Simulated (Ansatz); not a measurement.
Results of r²SCAN-D4 in Ansatz (plane waves, PAW) for chalcopyrite CuInS2.

Run with plane-wave cutoff 560 eV, 10×10×10 k mesh, Fermi–Dirac smearing 0.01 eV, no spin polarisation, scalar-relativistic PAW data made under PBE.

Energies at three volumes about the minimum:

| V (Å³/atom) | E − E_lowest (meV/atom) |
|---|---|
| 20.547 | 2.06 |
| 20.966 | 0.00 |
| 21.386 | 1.93 |

Task: Fit a parabola by hand: where is the minimum, and what is the bulk modulus?

Result: Slopes: (0.00 − 2.06)/(20.966 − 20.547) = -4.916 and (1.93 − 0.00)/(21.386 − 20.966) = 4.595 meV/Å³. Curvature E″ = 2 × (4.595 − (-4.916))/(21.386 − 20.547) = 22.672 meV/Å⁶. From the middle of the first interval, the slope vanishes at V0 = 20.7565 − (-4.916)/22.672 = 20.973 Å³/atom. B = V0 E″ = 20.973 × 22.672 meV/Å³ × 0.1602 GPa per meV/Å³ = 76.2 GPa. The full Birch–Murnaghan fit to all volumes gives V0 = 20.965 Å³/atom and B0 = 76.2 GPa.

Shape and atoms are relaxed at each volume.

Note: the bulk modulus comes from volumes at which shape and atoms were relaxed.

Ansatz is an electronic-structure program.
